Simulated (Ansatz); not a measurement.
A surface is cut from this relaxed crystal of C:

```
C
1.0
     2.49881    0.00000    0.00000
    -1.24941    2.16404    0.00000
     0.00000    0.00000    4.16084
C
4
Direct
  0.33333 0.66667 0.06280
  0.66667 0.33333 0.56280
  0.33333 0.66667 0.43720
  0.66667 0.33333 0.93720
```

Miller indices refer to the conventional cell of P6_3/mmc (No. 194), a = 2.499 Å, b = 2.499 Å, c = 4.161 Å, α = 90.00°, β = 90.00°, γ = 120.00°. The bulk's gap is 3.05 eV.

The (101) slab of 22 planes, 10.5 Å thick with 15 Å of vacuum as cut; outer planes C (top) and C (bottom).

Level of theory: DFT PBEsol, scalar-relativistic, plane waves, PAW (Ansatz 0.2.0). Cutoff 420 eV; k points 11×6×1 on the computed 22-atom cell (Γ-centred); Gaussian smearing, width 0.05 eV; no spin polarisation. A dipole correction removes the field between periodic images along c.

This cut of an insulator is polar or leaves open shells, so the slab is metallic here; real surfaces compensate by reconstruction or adsorbates.

Results for the relaxed slab:

```yaml
Surface_energy_mean_of_both_faces: 7.45 J/m²
Gap_of_the_slab_on_the_mesh: none (metal or semimetal)
Work_function: 5.07 eV
```

Relaxation lowers the energy by 1.362 J/m² a face; the largest move is 0.817 Å.

| plane (bottom to top) | atoms | spacing to next, bulk (Å) | relaxed (Å) | change (%) |
| --- | --- | --- | --- | --- |
| 1 | C | 0.881 | 0.624 | -29.2 |
| 2 | C | 0.320 | 0.423 | +32.2 |
| 3 | C | 0.399 | 0.458 | +14.9 |
| 4 | C | 0.320 | 0.058 | -81.8 |
| 5 | C | 0.881 | 0.937 | +6.4 |
| 6 | C | 0.320 | 0.457 | +42.9 |
| 7 | C | 0.399 | 0.344 | -13.7 |
| 8 | C | 0.320 | 0.299 | -6.5 |
| 9 | C | 0.881 | 0.888 | +0.7 |
| 10 | C | 0.320 | 0.322 | +0.6 |
| 11 | C | 0.399 | 0.399 | 0.0 |
| 12 | C | 0.320 | 0.322 | +0.6 |
| 13 | C | 0.881 | 0.888 | +0.7 |
| 14 | C | 0.320 | 0.299 | -6.5 |
| 15 | C | 0.399 | 0.344 | -13.8 |
| 16 | C | 0.320 | 0.457 | +42.8 |
| 17 | C | 0.881 | 0.937 | +6.3 |
| 18 | C | 0.320 | 0.058 | -81.8 |
| 19 | C | 0.399 | 0.458 | +14.9 |
| 20 | C | 0.320 | 0.423 | +32.2 |
| 21 | C | 0.881 | 0.624 | -29.2 |
| 22 | C |  |  |  |